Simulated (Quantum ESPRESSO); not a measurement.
# WC (Qusongite) (P-6m2) in Quantum ESPRESSO: notebook

Aim: see how the results for WC (Qusongite) move with the level of theory and the settings. Levels: PBEsol, PBEsol+U. Tasks: projected density of states.

All numbers are computed with Quantum ESPRESSO 7.5; they aren't measurements. Logs are shortened: lines on timing, memory, paths and dates and some standing lists are left out, and cuts for length are marked.

## 1. The crystal as given

The structure is hexagonal, space group P-6m2 (No. 187). The conventional cell has a = 2.907 Å, b = 2.907 Å, c = 2.837 Å, α = 90.00°, β = 90.00°, γ = 120.00°. W (site symmetry -6m2) is surrounded by 6 C at 2.20 Å. C (site symmetry -6m2) has 6 W at 2.20 Å as nearest neighbours.

## 2. Projected density of states, PBEsol

Contents of pw.in:

```
&CONTROL
  calculation = 'scf'
  prefix = 'pwscf'
  outdir = './tmp'
  pseudo_dir = './pseudo'
  tprnfor = .true.
  tstress = .true.
  disk_io = 'low'
/
&SYSTEM
  ibrav = 0
  celldm(1) = 8
  nat = 2
  ntyp = 2
  ecutwfc = 55
  ecutrho = 440
  nbnd = 15
  input_dft = 'pbesol'
  occupations = 'smearing'
  smearing = 'fd'
  degauss = 0.00367493
/
&ELECTRONS
  conv_thr = 4d-10
  electron_maxstep = 120
  mixing_beta = 0.5
/
ATOMIC_SPECIES
W    183.8400 W_pbe_v1.2.uspp.F.UPF
C     12.0110 C.pbe-n-kjpaw_psl.1.0.0.UPF
CELL_PARAMETERS alat
  0.6865611226531   0.0000000000000   0.0000000000000
 -0.3432805613266   0.5945793734685   0.0000000000000
  0.0000000000000   0.0000000000000   0.6700496406392
ATOMIC_POSITIONS crystal
W      0.0000000000    0.0000000000    0.0000000000
C      0.6666666667    0.3333333333    0.5000000000
K_POINTS automatic
10 10 9 0 0 0
```

Contents of nscf.in:

```
&CONTROL
  calculation = 'nscf'
  prefix = 'pwscf'
  outdir = './tmp'
  pseudo_dir = './pseudo'
  disk_io = 'low'
/
&SYSTEM
  ibrav = 0
  celldm(1) = 8
  nat = 2
  ntyp = 2
  ecutwfc = 55
  ecutrho = 440
  nbnd = 15
  input_dft = 'pbesol'
  occupations = 'tetrahedra_opt'
/
&ELECTRONS
  conv_thr = 1d-08
  electron_maxstep = 120
  mixing_beta = 0.5
  startingwfc = 'random'
/
ATOMIC_SPECIES
W    183.8400 W_pbe_v1.2.uspp.F.UPF
C     12.0110 C.pbe-n-kjpaw_psl.1.0.0.UPF
CELL_PARAMETERS alat
  0.6865611226531   0.0000000000000   0.0000000000000
 -0.3432805613266   0.5945793734685   0.0000000000000
  0.0000000000000   0.0000000000000   0.6700496406392
ATOMIC_POSITIONS crystal
W      0.0000000000    0.0000000000    0.0000000000
C      0.6666666667    0.3333333333    0.5000000000
K_POINTS automatic
15 15 14 0 0 0
```

Contents of projwfc.in:

```
&PROJWFC
  prefix = 'pwscf'
  outdir = './tmp'
  filpdos = 'p'
  Emin = 6
  Emax = 31
  DeltaE = 0.05
/
```

Potentials or basis: SSSP 1.3 efficiency PBE.

Run with:

```bash
$ OMP_NUM_THREADS=1 pw.x -in pw.in > pw.out
$ OMP_NUM_THREADS=1 pw.x -in nscf.in > nscf.out
$ OMP_NUM_THREADS=1 projwfc.x -in projwfc.in > projwfc.out
```

pw.out:

```text
This program is part of the open-source Quantum ESPRESSO suite
     for quantum simulation of materials; please cite
         "P. Giannozzi et al., J. Phys.:Condens. Matter 21 395502 (2009);
         "P. Giannozzi et al., J. Phys.:Condens. Matter 29 465901 (2017);
         "P. Giannozzi et al., J. Chem. Phys. 152 154105 (2020);
     in publications or presentations arising from this work. More details at

     file C.pbe-n-kjpaw_psl.1.0.0.UPF: wavefunction(s)  2S 2P renormalized

     IMPORTANT: XC functional enforced from input :
     Exchange-correlation= PBESOL
                           (   1   4  10   8   0   0   0)
     Any further DFT definition will be discarded
     Please, verify this is what you really want

     Message from routine setup:
     using ibrav=0 with symmetry is DISCOURAGED, use correct ibrav instead

     G-vector sticks info
     --------------------
     sticks:   dense  smooth     PW     G-vecs:    dense   smooth      PW
     Sum         925     451    151                21863     7663    1329

     Using Slab Decomposition

     bravais-lattice index     =            0
     lattice parameter (alat)  =       8.0000  a.u.
     unit-cell volume          =     140.0445 (a.u.)^3
     number of atoms/cell      =            2
     number of atomic types    =            2
     number of electrons       =        18.00
     number of Kohn-Sham states=           15
     kinetic-energy cutoff     =      55.0000  Ry
     charge density cutoff     =     440.0000  Ry
     scf convergence threshold =      4.0E-10
     mixing beta               =       0.5000
     number of iterations used =            8  plain     mixing
     Exchange-correlation= PBESOL
                           (   1   4  10   8   0   0   0)

     celldm(1)=   8.000000  celldm(2)=   0.000000  celldm(3)=   0.000000
     celldm(4)=   0.000000  celldm(5)=   0.000000  celldm(6)=   0.000000

     crystal axes: (cart. coord. in units of alat)
               a(1) = (   0.686561   0.000000   0.000000 )
               a(2) = (  -0.343281   0.594579   0.000000 )
               a(3) = (   0.000000   0.000000   0.670050 )

     reciprocal axes: (cart. coord. in units 2 pi/alat)
               b(1) = (  1.456535  0.840931 -0.000000 )
               b(2) = (  0.000000  1.681861  0.000000 )
               b(3) = (  0.000000 -0.000000  1.492427 )

     PseudoPot. # 1 for W  read from file:
     W_pbe_v1.2.uspp.F.UPF
     Pseudo is Ultrasoft + core correction, Zval = 14.0
     Generated by new atomic code, or converted to UPF format
     Using radial grid of  923 points,  8 beta functions with:
                l(1) =   0
                l(2) =   0
                l(3) =   0
                l(4) =   1
                l(5) =   1
                l(6) =   2
                l(7) =   2
                l(8) =   3
     Q(r) pseudized with  6 coefficients,  rinner =    1.350   1.350   1.350
                                                       1.350   1.350   1.350
                                                       1.350

     PseudoPot. # 2 for C  read from file:
     C.pbe-n-kjpaw_psl.1.0.0.UPF
     Pseudo is Projector augmented-wave + core cor, Zval =  4.0
     Generated using "atomic" code by A. Dal Corso  v.5.1
     Shape of augmentation charge: PSQ
     Using radial grid of 1073 points,  4 beta functions with:
                l(1) =   0
                l(2) =   0
                l(3) =   1
                l(4) =   1
     Q(r) pseudized with 0 coefficients

     atomic species   valence    mass     pseudopotential
     W                14.00   183.84000     W ( 1.00)
     C                 4.00    12.01100     C ( 1.00)

     12 Sym. Ops. (no inversion) found

   Cartesian axes

     site n.     atom                  positions (alat units)
         1        W      tau(   1) = (   0.0000000   0.0000000   0.0000000  )
         2        C      tau(   2) = (   0.3432806   0.1981931   0.3350248  )

     number of k points=    70  Fermi-Dirac smearing, width (Ry)=  0.0037
                       cart. coord. in units 2pi/alat
        k(    1) = (   0.0000000   0.0000000   0.0000000), wk =   0.0022222
        k(    2) = (   0.0000000   0.0000000   0.1658252), wk =   0.0044444
        k(    3) = (   0.0000000   0.0000000   0.3316504), wk =   0.0044444
        k(    4) = (   0.0000000   0.0000000   0.4974756), wk =   0.0044444
        k(    5) = (   0.0000000   0.0000000   0.6633008), wk =   0.0044444
        k(    6) = (   0.0000000   0.1681861   0.0000000), wk =   0.0133333
[... 62 lines left out ...]
        k(   69) = (   0.4369604   0.7568376   0.4974756), wk =   0.0266667
        k(   70) = (   0.4369604   0.7568376   0.6633008), wk =   0.0266667

     Dense  grid:    21863 G-vectors     FFT dimensions: (  40,  40,  36)

     Smooth grid:     7663 G-vectors     FFT dimensions: (  25,  25,  25)

     Initial potential from superposition of free atoms

     starting charge      17.8996, renormalised to      18.0000

     negative rho (up, down):  6.198E-02 0.000E+00
     Starting wfcs are   17 randomized atomic wfcs

     Self-consistent Calculation

     iteration #  1     ecut=    55.00 Ry     beta= 0.50
     Davidson diagonalization with overlap
     ethr =  1.00E-02,  avg # of iterations =  3.2

     negative rho (up, down):  6.336E-02 0.000E+00

     total energy              =    -176.83609154 Ry
     estimated scf accuracy    <       0.44967401 Ry

     iteration #  2     ecut=    55.00 Ry     beta= 0.50
     Davidson diagonalization with overlap
     ethr =  2.50E-03,  avg # of iterations =  2.0

     negative rho (up, down):  6.495E-02 0.000E+00

     total energy              =    -176.96373294 Ry
     estimated scf accuracy    <       0.23238407 Ry

     iteration #  3     ecut=    55.00 Ry     beta= 0.50
     Davidson diagonalization with overlap
     ethr =  1.29E-03,  avg # of iterations =  1.1

     negative rho (up, down):  6.681E-02 0.000E+00

     total energy              =    -177.00689990 Ry
     estimated scf accuracy    <       0.00224871 Ry

     iteration #  4     ecut=    55.00 Ry     beta= 0.50
     Davidson diagonalization with overlap
     ethr =  1.25E-05,  avg # of iterations =  2.6
[... 28 lines left out ...]
     negative rho (up, down):  6.678E-02 0.000E+00

     total energy              =    -177.00742097 Ry
     estimated scf accuracy    <       0.00000004 Ry

     iteration #  8     ecut=    55.00 Ry     beta= 0.50
     Davidson diagonalization with overlap
     ethr =  2.26E-10,  avg # of iterations =  2.0

     negative rho (up, down):  6.677E-02 0.000E+00

     total energy              =    -177.00742098 Ry
     estimated scf accuracy    <          6.4E-10 Ry

     iteration #  9     ecut=    55.00 Ry     beta= 0.50
     Davidson diagonalization with overlap
     ethr =  3.57E-12,  avg # of iterations =  3.7

     negative rho (up, down):  6.677E-02 0.000E+00

     End of self-consistent calculation

          k = 0.0000 0.0000 0.0000 (   949 PWs)   bands (ev):

   -53.2726 -17.3370 -17.2271 -17.2271   6.0781  16.1791  17.1762  17.1762
    20.6264  23.7463  23.7463  26.1606  26.1606  26.9162  34.7785

          k = 0.0000 0.0000 0.1658 (   967 PWs)   bands (ev):

   -53.2677 -17.4297 -17.2192 -17.2192   6.3796  16.0126  17.3128  17.3128
    20.6177  22.8346  22.8346  26.6339  26.6339  27.1454  35.4456

          k = 0.0000 0.0000 0.3317 (   985 PWs)   bands (ev):

   -53.2554 -17.6587 -17.1990 -17.1990   7.2216  15.2081  17.6868  17.6868
    21.1806  21.4452  21.4452  26.6328  26.6328  27.7342  36.5129

          k = 0.0000 0.0000 0.4975 (   978 PWs)   bands (ev):

   -53.2414 -17.9099 -17.1760 -17.1760   8.4509  13.7601  18.1619  18.1619
    20.4105  20.4105  22.5988  25.8688  25.8688  28.6283  35.2684

          k = 0.0000 0.0000 0.6633 (   984 PWs)   bands (ev):

   -53.2323 -18.0689 -17.1608 -17.1608   9.8036  12.2183  18.4665  18.4665
    19.9603  19.9603  23.9773  25.1539  25.1539  29.9667  32.9795

          k = 0.0000 0.1682 0.0000 (   963 PWs)   bands (ev):

   -53.2669 -17.3263 -17.3103 -17.2460   6.3405  16.2117  16.8813  17.4222
    19.9122  23.6523  24.5414  25.6411  25.9809  27.6729  34.3385
[... 76 lines left out ...]
          k = 0.0000 0.6727 0.1658 (   969 PWs)   bands (ev):

   -53.2143 -17.9647 -17.3931 -17.3202   9.1368  13.7306  16.4728  18.0816
    19.0984  23.2163  24.6967  25.6752  26.8734  31.1373  34.0782

          k = 0.0000 0.6727 0.3317 (   965 PWs)   bands (ev):

   -53.2024 -17.9320 -17.5316 -17.3696   9.3454  13.6172  16.4380  17.9166
    19.0310  23.6144  24.2683  26.9573  27.0297  31.8150  33.8875

          k = 0.0000 0.6727 0.4975 (   959 PWs)   bands (ev):

   -53.1888 -17.8947 -17.7643 -17.3428   9.4080  13.6991  16.6184  16.9413
    19.7357  23.9557  24.2790  27.3638  28.3740  31.4453  34.5033

          k = 0.0000 0.6727 0.6633 (   959 PWs)   bands (ev):

   -53.1799 -17.9132 -17.8691 -17.3251   9.3499  13.9787  16.4120  16.5604
    19.9916  24.1722  25.4154  27.0476  29.2069  31.4863  33.8862

          k = 0.0000-0.8409 0.0000 (   966 PWs)   bands (ev):

   -53.2133 -18.0523 -17.4204 -17.2240   9.4555  13.4715  16.8882  16.9236
    20.0763  22.8503  25.0623  25.4195  27.3856  30.1775  33.2787

          k = 0.0000-0.8409 0.1658 (   964 PWs)   bands (ev):

   -53.2086 -18.0390 -17.4111 -17.3086   9.5366  13.3837  16.2708  18.0523
    19.1873  23.6605  25.0894  25.3774  27.1265  30.8114  33.3406

          k = 0.0000-0.8409 0.3317 (   962 PWs)   bands (ev):

   -53.1967 -18.0050 -17.5183 -17.3873   9.6114  13.2666  16.3608  17.8460
    19.2859  24.3855  24.4392  26.6071  27.0672  31.4861  33.8330

          k = 0.0000-0.8409 0.4975 (   952 PWs)   bands (ev):

   -53.1832 -17.9660 -17.7493 -17.3600   9.4716  13.5078  16.5551  16.8069
    20.2891  24.3924  24.7806  27.2312  28.2638  31.2441  34.5208

          k = 0.0000-0.8409 0.6633 (   948 PWs)   bands (ev):

   -53.1743 -17.9403 -17.8962 -17.3422   9.2854  13.9552  16.2547  16.3924
    20.7649  24.9464  25.5103  27.2455  29.5277  30.7388  33.3189

          k = 0.1457 0.2523 0.0000 (   963 PWs)   bands (ev):

   -53.2567 -17.4522 -17.3070 -17.2860   6.8341  15.7770  16.9599  17.8544
    19.0533  23.4211  24.8857  25.5861  25.6790  28.8483  34.1334

          k = 0.1457 0.2523 0.1658 (   967 PWs)   bands (ev):

   -53.2519 -17.4450 -17.3952 -17.2776   7.1006  15.9332  16.7242  17.8504
    18.9702  22.4612  24.4832  25.9461  26.5433  29.1584  33.9244

          k = 0.1457 0.2523 0.3317 (   973 PWs)   bands (ev):

   -53.2397 -17.6226 -17.4172 -17.2563   7.8256  15.5130  16.5275  17.9475
    19.2434  21.2934  23.7405  26.3349  27.2260  29.7820  34.1270

          k = 0.1457 0.2523 0.4975 (   976 PWs)   bands (ev):

   -53.2259 -17.8677 -17.3903 -17.2320   8.8182  14.1126  17.0996  17.9553
    19.3713  20.8759  23.8164  25.8421  27.0567  30.5784  35.1520

          k = 0.1457 0.2523 0.6633 (   980 PWs)   bands (ev):

   -53.2168 -18.0232 -17.3724 -17.2160   9.7322  12.9677  17.4242  18.0807
    19.0276  20.9244  24.7242  25.2385  26.5887  31.5952  34.3885

          k = 0.1457 0.4205 0.0000 (   966 PWs)   bands (ev):
[... 154 lines left out ...]
          k = 0.4370 0.7568 0.1658 (   966 PWs)   bands (ev):

   -53.2023 -17.8671 -17.7031 -17.2956  10.0795  14.2745  15.7376  16.7658
    20.0186  22.5282  23.4967  24.5996  29.2448  34.2332  35.0471

          k = 0.4370 0.7568 0.3317 (   964 PWs)   bands (ev):

   -53.1904 -17.8359 -17.6744 -17.5032   9.9505  14.5932  15.6427  16.1959
    19.6439  23.4270  25.1850  25.9312  28.5739  32.8350  34.6438

          k = 0.4370 0.7568 0.4975 (   963 PWs)   bands (ev):

   -53.1769 -17.8000 -17.7320 -17.6415   9.7546  13.9116  15.3652  17.3713
    19.7072  24.2842  26.4268  27.3938  28.4898  31.0481  33.8576

          k = 0.4370 0.7568 0.6633 (   958 PWs)   bands (ev):

   -53.1681 -17.8777 -17.7763 -17.6199   9.6033  13.4742  15.0792  18.6350
    19.7768  24.9801  26.8614  27.6453  29.9384  30.0915  32.4281

     the Fermi energy is    20.5099 ev

!    total energy              =    -177.00742098 Ry
     estimated scf accuracy    <          3.1E-11 Ry
     smearing contrib. (-TS)   =      -0.00013100 Ry
     internal energy E=F+TS    =    -177.00728998 Ry

     The total energy is F=E-TS. E is the sum of the following terms:
     one-electron contribution =     -10.54296658 Ry
     hartree contribution      =      17.04178171 Ry
     xc contribution           =     -45.57031196 Ry
     ewald contribution        =    -132.02264865 Ry
     one-center paw contrib.   =      -5.91314450 Ry

     convergence has been achieved in   9 iterations

     negative rho (up, down):  6.677E-02 0.000E+00

     Forces acting on atoms (cartesian axes, Ry/au):

     atom    1 type  1   force =     0.00000000    0.00000000    0.00000000
     atom    2 type  2   force =     0.00000000    0.00000000    0.00000000

     Total force =     0.000000     Total SCF correction =     0.000000

     Computing stress (Cartesian axis) and pressure

     negative rho (up, down):  6.677E-02 0.000E+00
          total   stress  (Ry/bohr**3)                   (kbar)     P=      -21.37
  -0.00012122  -0.00000000   0.00000000          -17.83       -0.00        0.00
  -0.00000000  -0.00012122  -0.00000000           -0.00      -17.83       -0.00
   0.00000000   0.00000000  -0.00019337            0.00        0.00      -28.45

=------------------------------------------------------------------------------=
   JOB DONE.
=------------------------------------------------------------------------------=
```

It took 52 s on 1 thread of Arm Neoverse V1, shared host; peak memory 0.2 GiB.

Results:

| Quantity | Value |
| --- | --- |
| Free energy | -2408.3087 eV |
| Pressure | -2.1 GPa |
| Band gap on the k mesh | none (metal or under the smearing width) |
| Loewdin charges | W +0.18; C -0.16 e |

Stress tensor (GPa, compression positive):
```
-1.78  0.00  0.00
 0.00 -1.78  0.00
 0.00  0.00 -2.84
```

Levels at points of the mesh, in eV from the Fermi level:
| k point | band 5 | band 6 | band 7 | band 8 | band 9 | band 10 | band 11 | band 12 | band 13 | band 14 |
| --- | --- | --- | --- | --- | --- | --- | --- | --- | --- | --- |
| (0.00, 0.00, 0.00) | -14.43 | -4.33 | -3.33 | -3.33 | 0.12 | 3.24 | 3.24 | 5.65 | 5.65 | 6.41 |
| (0.00, -0.50, 0.00) | -11.05 | -7.04 | -3.62 | -3.59 | -0.43 | 2.34 | 4.55 | 4.91 | 6.88 | 9.67 |

States per cell in windows of 1 eV (zero at the Fermi level; states under -8 eV left out):
```
from (eV)  total  W#1 d wfc3  C#2 p wfc2  W#1 p wfc5  C#2 s wfc1  W#1 s wfc4  W#1 p wfc2
     -8.0   0.20        0.06        0.09        0.01        0.01        0.02        0.00
     -7.0   1.32        0.55        0.57        0.06        0.03        0.08        0.02
     -6.0   0.64        0.30        0.27        0.02        0.02        0.02        0.01
     -5.0   1.15        0.55        0.48        0.06        0.02        0.02        0.01
     -4.0   1.50        0.74        0.61        0.08        0.02        0.02        0.01
     -3.0   1.19        0.56        0.53        0.07        0.01        0.01        0.01
     -2.0   1.31        0.87        0.30        0.09        0.01        0.02        0.01
     -1.0   0.69        0.44        0.15        0.08        0.00        0.01        0.00
      0.0   0.23        0.20        0.01        0.01        0.00        0.00        0.00
      1.0   0.55        0.49        0.04        0.01        0.00        0.00        0.00
      2.0   0.74        0.60        0.09        0.02        0.01        0.01        0.00
      3.0   1.17        0.78        0.27        0.03        0.06        0.02        0.00
      4.0   1.46        1.07        0.25        0.03        0.07        0.02        0.00
      5.0   1.33        0.77        0.35        0.03        0.14        0.01        0.00
      6.0   1.30        0.63        0.39        0.03        0.17        0.05        0.00
      7.0   0.72        0.31        0.29        0.02        0.04        0.02        0.00
```

Caveat: the potentials were made for another functional, which shifts forces and pressure. Spin-orbit coupling is left out, which matters for the levels of W.

(Continued in part 2 of 3.)
